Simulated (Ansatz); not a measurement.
The geometry is COD entry 4303945, unchecked; take it as a test cell. The listed cell was then made from it by scaling, straining or moving an atom.

An input for ZrN: DFT, LDA, all-electron PAW with datasets made for the crystal, scalar-relativistic (Ansatz 0.2.0).

Command: `ansatz run input.yaml --threads 1 --pin off --max-ram 3072MiB --backend cpu --events-out ev --progress --plain --runs-dir out` The run took 4.8 s on 1 thread of Intel(R) Xeon(R) Platinum 8259CL CPU @ 2.50GHz (Skylake/Cascade Lake) (shared host), peak memory 0.41 GiB.

```yaml
crystal:
  lattice:
    - [0.0, 2.314289105, 2.314289105]
    - [2.314289105, 0.0, 2.314289105]
    - [2.314289105, 2.314289105, 0.0]
  atoms:
    - { symbol: Zr, position: [0.0, 0.0, 0.0] }
    - { symbol: "N", position: [0.5, 0.5, 0.5] }
kpoints:
  mp_grid: { grid: [9, 9, 9] }
scf:
  occupations: { method: fermi_dirac, width: 0.03 }
hamiltonian:
  xc: lda
  pseudopotentials: { kind: all_electron, datasets: crystal }
output:
  forces: true
  stress: true
  eigenvalues: true
  efg: { contact_densities: true }
```

The results part of the log:

```
SCF 1 converged in 8 iterations: F = -99304.842882 eV  dr2 = 2.21e-8
  Residual-converged pass: ⟨swp⟩=4.0  Hψ=1239  notcnv=0  max |occ|·‖R‖ = 5.2e-6 eV (tolerance 5.3e-6 eV)  dr2=2.36e-8  dr2_onsite=1.40e-8  max |Δocc| = 6.7e-10
  greatest PAW one-centre occupation: 0.990 electrons in one spin orbital (limit 2), on the Zr atom at site 0 (counted from 0), in its partial waves of l = 0
SCF converged after 8 iterations
Free energy (F): -99304.842882 eV
Harris-Foulkes:  -99304.842882 eV  (|F-HF|=1.61e-8)
Internal energy: -99304.838795 eV  (E = F + TS)
E sigma→0 (E₀):  -99304.840839 eV
Entropy (-TS):   -0.004086 eV (-2.043 meV/atom)
Past the cutoff: the bands carry plane waves up to 1.75 times it, of which those up to 1.5 times it add -0.000118 eV an atom, each by itself; the spheres take 0.000123 eV an atom off the energy for waves past 1.75 times it
By the cutoff:   a pressure is off by up to 0.006 GPa (1.2 times the spheres' own share and the shells' term, over an atom's volume, and 0.004 GPa: a bound that held against runs at twice the plane waves)
Past the cutoffs: a stress includes 0.0011 GPa for waves and charges beyond them, in addition to the slope of what the spheres take
In the spheres:  the bands' charges fall short by 2.0e-6 e at most (sound up to 1e-3)
Fermi energy:    18.489229 eV
--- Per-component energies (eV) ---
  The terms above E_closure are by the made datasets' own strengths, without shells solved beside the bands.
--- Forces (eV/Å), atoms counted from 1 ---
  atom   1  Zr    -0.00000000    -0.00000000    -0.00000000
  atom   2  N      0.00000000    -0.00000000    -0.00000000
  max |Σ_I F_I| component: 7.49e-30 eV/Å
--- Stress (GPa, compression-positive) ---
      -16.634292       0.000000      -0.000000
       -0.000000     -16.634292      -0.000000
       -0.000000      -0.000000     -16.634292
  P = ⅓ Tr σ = -16.6343 GPa (-166.343 kbar)
--- PAW observables at the nuclei: V_zz in 10²¹ V/m², potentials from the cell's mean, atoms counted from 1 ---
  atom   1  Zr V_zz =    -0.000000   η = 0.0000   by run symmetry: forbidden
            electrostatic potential = -5926.722336 V   contact ρ = 488426.068422 e/Å³
  atom   2  N  V_zz =    +0.000000   η = 0.0000   by run symmetry: forbidden
            electrostatic potential = -520.959565 V   contact ρ = 1391.546712 e/Å³
--- Band table (eV; the first three rows and the last of 35) ---
  k-point 0: bands = ["-30.9542", "-8.6481", "-8.6481", "-8.6481", "2.6005", "15.9376", "15.9376", "15.9376", "18.1153", "18.1153", "18.1153", "20.0244", "20.0244"]
  k-point 1: bands = ["-30.9396", "-8.7848", "-8.6586", "-8.6586", "2.8367", "15.0091", "15.3125", "15.3125", "18.4176", "18.4584", "18.4584", "20.8544", "20.8544"]
  k-point 2: bands = ["-30.9023", "-9.1142", "-8.6850", "-8.6850", "3.4408", "13.4025", "14.2804", "14.2804", "18.9472", "19.2891", "19.2891", "22.5890", "22.5890"]
  k-point 34: bands = ["-30.7894", "-9.3227", "-9.1876", "-8.9875", "3.7796", "13.0800", "13.8004", "13.8757", "18.9879", "20.1358", "22.7832", "22.9950", "24.3636"]
```
